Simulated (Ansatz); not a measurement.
# Ge3N4: the cost of one run

Computed with Ansatz 0.2.0 (DFT PBEsol, scalar-relativistic, plane waves, PAW).

## Step 1: The starting structure

It takes space group P6_3/m (No. 176, hexagonal). Conventional cell: a = 8.129 Å, b = 8.129 Å, c = 3.114 Å, α = 90.00°, β = 90.00°, γ = 120.00°. Ge (site symmetry m) has 4 N at 1.85 to 1.86 Å as nearest neighbours. N (site symmetry -6) is surrounded by 3 Ge at 1.85 Å. N (site symmetry m) is surrounded by 3 Ge at 1.86 Å.

Structure file:

```cif
data_structure
_symmetry_space_group_name_H-M 'P6_3/m'
_symmetry_Int_Tables_number 176
_cell_length_a 8.1294
_cell_length_b 8.1294
_cell_length_c 3.1141
_cell_angle_alpha 90.000
_cell_angle_beta 90.000
_cell_angle_gamma 120.000
_cell_volume 178.23
loop_
_atom_site_label
_atom_site_type_symbol
_atom_site_symmetry_multiplicity
_atom_site_Wyckoff_symbol
_atom_site_fract_x
_atom_site_fract_y
_atom_site_fract_z
_atom_site_occupancy
Ge1 Ge 6 h 0.82909 0.23535 0.75000 1
N1 N 2 c 0.66667 0.33333 0.75000 1
N2 N 6 h 0.66953 0.97251 0.75000 1
```

It goes back to an entry of the Materials Project.

This cell was relaxed beforehand with the same method: volume 12.73 Å³/atom, gap on the mesh 1.82 eV.

## Step 2: The cell under PBEsol

The input, input.yaml:

```yaml
crystal:
  lattice:
    - [8.1293900246, 0.0, 0.0]
    - [-4.0646950123, 7.0402582786, 0.0]
    - [0.0, 0.0, 3.1140866418]
  atoms:
    - { symbol: Ge, position: [0.8290918224, 0.2353462345, 0.75] }
    - { symbol: Ge, position: [0.5937455879, 0.8290918224, 0.25] }
    - { symbol: Ge, position: [0.2353462345, 0.4062544121, 0.25] }
    - { symbol: Ge, position: [0.7646537655, 0.5937455879, 0.75] }
    - { symbol: Ge, position: [0.4062544121, 0.1709081776, 0.75] }
    - { symbol: Ge, position: [0.1709081776, 0.7646537655, 0.25] }
    - { symbol: "N", position: [0.6666666667, 0.3333333333, 0.75] }
    - { symbol: "N", position: [0.3333333333, 0.6666666667, 0.25] }
    - { symbol: "N", position: [0.6695321238, 0.9725139304, 0.75] }
    - { symbol: "N", position: [0.6970181934, 0.6695321238, 0.25] }
    - { symbol: "N", position: [0.9725139304, 0.3029818066, 0.25] }
    - { symbol: "N", position: [0.0274860696, 0.6970181934, 0.75] }
    - { symbol: "N", position: [0.3304678762, 0.0274860696, 0.25] }
    - { symbol: "N", position: [0.3029818066, 0.3304678762, 0.75] }
basis:
  ecutwfc: 420
kpoints:
  mp_grid: { grid: [6, 6, 10] }
hamiltonian:
  xc: pbesol
scf:
  occupations: { method: gaussian, width: 0.02 }
output:
  forces: true
  stress: true
  eigenvalues: true
relax:
  adjacent_minimum: "off"
  f_tol: 0.005
  max_steps: 50
  cell: { stress_tol: 0.05 }
```

The run is started by

```
> ansatz run input.yaml --threads 4 --pin off --max-ram 10240MiB --backend cpu --events-out ev --progress --plain --runs-dir out
```

What time and memory should one allow on 4 threads of Intel Xeon Platinum 8259CL at 2.50GHz (Skylake/Cascade Lake), shared host?

About 1.9 min, with a peak of 1.1 GiB.
